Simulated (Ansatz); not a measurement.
**SiO2 (2H monolayer type, one sheet): testing the settings of Wannier runs**

Which of these Wannier inputs for SiO2 (2H monolayer type, one sheet) end well? Each is run as it stands.

Program: Ansatz 0.2.0. Level of theory: plane waves, PAW; the settings change from run to run, as each input shows. These are calculated values, not measurements.

### 1 Starting point

Symmetry: P-6m2, No. 187, hexagonal system. Conventional cell: a = 2.599 Å, b = 2.599 Å, c = 28.129 Å, α = 90.00°, β = 90.00°, γ = 120.00°. Around Si (site symmetry -6m2) lie 6 O at 1.84 Å. Around O (site symmetry 3m) lie 3 Si at 1.84 Å.

Structure file:

```cif
data_structure
_symmetry_space_group_name_H-M 'P 1'
_symmetry_Int_Tables_number 1
_cell_length_a 2.5990
_cell_length_b 2.5990
_cell_length_c 28.1291
_cell_angle_alpha 90.000
_cell_angle_beta 90.000
_cell_angle_gamma 120.000
_cell_volume 164.55
loop_
_atom_site_label
_atom_site_type_symbol
_atom_site_fract_x
_atom_site_fract_y
_atom_site_fract_z
_atom_site_occupancy
Si1 Si 0.33333 0.66667 0.31995 1
O1 O 0.66667 0.33333 0.35799 1
O2 O 0.66667 0.33333 0.28191 1
```

Cell and atoms come from an earlier r2SCAN relaxation. The cell holds one sheet and vacuum, and is periodic in the plane alone; ε, where given, is a mean over the whole height of the cell, so ε₂ and ε₁ − 1 scale inversely with that height and aren't the sheet's own values.

### 2 Run 1

Contents of input.yaml:

```yaml
crystal:
  lattice:
    - [2.598970358, 0.0, 0.0]
    - [-1.299485179, 2.2507743537, 0.0]
    - [0.0, 0.0, 28.1290830376]
  atoms:
    - { symbol: Si, position: [0.3333333333, 0.6666666667, 0.3199535508] }
    - { symbol: O, position: [0.6666666667, 0.3333333333, 0.3579923269] }
    - { symbol: O, position: [0.6666666667, 0.3333333333, 0.2819147748] }
  periodic: [true, true, false]
kpoints:
  mp_grid: { grid: [9, 9, 1] }
  band_path:
    path:
      - [0, 0, 0]
      - [0.5, 0, 0]
      - [0.3333333333333, 0.3333333333333, 0]
      - [0, 0, 0]
    npoints: 10
hamiltonian:
  xc: pbe
scf:
  occupations: { method: fixed }
  n_extra_bands: 6
output:
  forces: false
  stress: false
  eigenvalues: true
  wannier:
    kmesh: [9, 9, 1]
    projections: [{ species: O, l: p, shell: 2 }]
    minimise: true
    write_hr: true
    conv_tol: 1.0e-08
    max_iter: 1000
    disentanglement: { window: [0.85, -16.66] }
```

On the command line:

```
$ ansatz run input.yaml --threads 4 --pin off --max-ram 5529MiB --backend cpu --events-out ev --progress --plain --runs-dir out
```

The log of the run:

```text
Error: invalid value for `output.wannier.disentanglement.window`: [0.85, -16.66] eV must be finite with min < max
```

It took 0.06 s on 4 threads of Intel Xeon Platinum 8488C (Sapphire Rapids), shared host; peak memory 0.088 GiB.

**Diagnosis.** Refused before any calculation. The outer window runs backwards. Cure: put the lower energy first.

### 3 Run 2

Edit input.yaml of step 2 so:

```diff
@@ -35,2 +35,2 @@
     max_iter: 1000
-    disentanglement: { window: [0.85, -16.66] }
+    disentanglement: { window: [-16.66, -1.15], frozen_window: [-20.66, 2.85] }
```

On the command line:

```
$ ansatz run input.yaml --threads 4 --pin off --max-ram 5529MiB --backend cpu --events-out ev --progress --plain --runs-dir out
```

The log of the run:

```text
Error: invalid value for `output.wannier.disentanglement.frozen_window`: [-20.66, 2.85] eV must nest inside the outer window [-16.66, -1.15] eV
```

Run time: 0.05 s. Hardware: 4 threads of Intel Xeon Platinum 8488C (Sapphire Rapids), shared host; peak memory 0.093 GiB.

Diagnosis: Refused before any calculation. The frozen window reaches beyond the outer window. Fix: keep the frozen window inside the outer one.

### 4 How the runs ended

| run | settings | ended | fault | time |
| --- | --- | --- | --- | --- |
| 1 | PBE, 6 functions, 9×9×1, window 0.85 to -16.66 eV | refused | the outer window runs backwards | 0.06 s |
| 2 | PBE, 6 functions, 9×9×1, window -16.66 to -1.15 eV, frozen -20.66 to 2.85 eV | refused | the frozen window reaches beyond the outer window | 0.05 s |

In words: 2 refused. No run passed without a fault or warning, so no result is quoted.
